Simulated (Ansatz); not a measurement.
# KZnF3: the band gap up the ladder of functionals

One table from this session's results is given with a row withheld; the runs are named, their logs left out.

Program: Ansatz 0.2.0. PAW datasets, plane waves. (Simulation; spin polarisation is off.)

## The structure to begin with

The cell was relaxed beforehand with r2SCAN.

The symmetry is Pm-3m (No. 221, cubic); conventional cell a = 4.046 Å, 13.25 Å³ an atom. Near K stand 12 F at 2.86 Å; near Zn stand 6 F at 2.02 Å; near F stand 2 Zn at 2.02 Å and 4 K at 2.86 Å.

As a file:

Space group Pm-3m (No. 221). a = 4.046 Å, b = 4.046 Å, c = 4.046 Å, α = 90.00°, β = 90.00°, γ = 90.00°
| atom | site | symmetry | x | y | z |
| --- | --- | --- | --- | --- | --- |
| K | 1a | m-3m | 0.0000 | 0.0000 | 0.0000 |
| Zn | 1b | m-3m | 0.5000 | 0.5000 | 0.5000 |
| F | 3c | 4/mm.m | 0.0000 | 0.5000 | 0.5000 |

Set-up of the first run:

Contents of input.yaml:

```yaml
crystal:
  lattice:
    - [4.0461641212, 0.0, 0.0]
    - [0.0, 4.0461641212, 0.0]
    - [0.0, 0.0, 4.0461641212]
  atoms:
    - { symbol: K, position: [0.0, 0.0, 0.0] }
    - { symbol: Zn, position: [0.5, 0.5, 0.5] }
    - { symbol: F, position: [0.0, 0.5, 0.5] }
    - { symbol: F, position: [0.5, 0.0, 0.5] }
    - { symbol: F, position: [0.5, 0.5, 0.0] }
kpoints:
  mp_grid: { grid: [6, 6, 6] }
  band_path:
    path:
      - [[0.0, 0.0, 0.0], [8.927560901975e-51, 0.5, 9.094091680455e-69], [0.5, 0.5, -6.346521089085e-35], [0.0, 0.0, 0.0], [0.5, 0.5, 0.5], [8.927560901975e-51, 0.5, 9.094091680455e-69]]
      - [[0.5, 0.5, 0.5], [0.5, 0.5, -6.346521089085e-35]]
    npoints: 10
hamiltonian:
  xc: pbe
scf:
  occupations: { method: fermi_dirac, width: 0.02 }
  n_extra_bands: 5
output:
  forces: true
  stress: true
  eigenvalues: true
```

Launch:

```
$ ansatz run input.yaml --threads 2 --pin off --max-ram 20275MiB --backend cpu --events-out ev --progress --plain --runs-dir out
```

Steps of the session up to this table: Band structure with PBE; r2SCAN; HSE06 at the same geometry; Single point with PBE0; LDA; Single point with DDH-PBE0; r2SCAN0.

One of the session's tables, all rows but one given; the rest of the session is left out.

```
   level  gap (eV)
     PBE      3.87
  r2SCAN      4.64
   HSE06      6.36
    PBE0      7.11
     LDA      3.64
DDH-PBE0      9.33
 r2SCAN0         ?
```

Estimate the missing values for r2SCAN0.

The run gave: gap (eV): 7.66. In the column «gap (eV)» it lies between PBE0 (7.11) and DDH-PBE0 (9.33).

Meshes: PBE 6×6×6, r2SCAN 6×6×6, HSE06 4×4×4, PBE0 4×4×4, LDA 6×6×6, DDH-PBE0 4×4×4, r2SCAN0 4×4×4

Against HSE06, PBE is short by 2.49 eV, at 61 % of it, and r2SCAN 73 %. PBE0 lies 0.75 eV above HSE06, which differs from it by screening the long-range exchange.

To keep in mind: Warnings in the runs' records: stress scf threshold loose, stress exchange threshold loose.
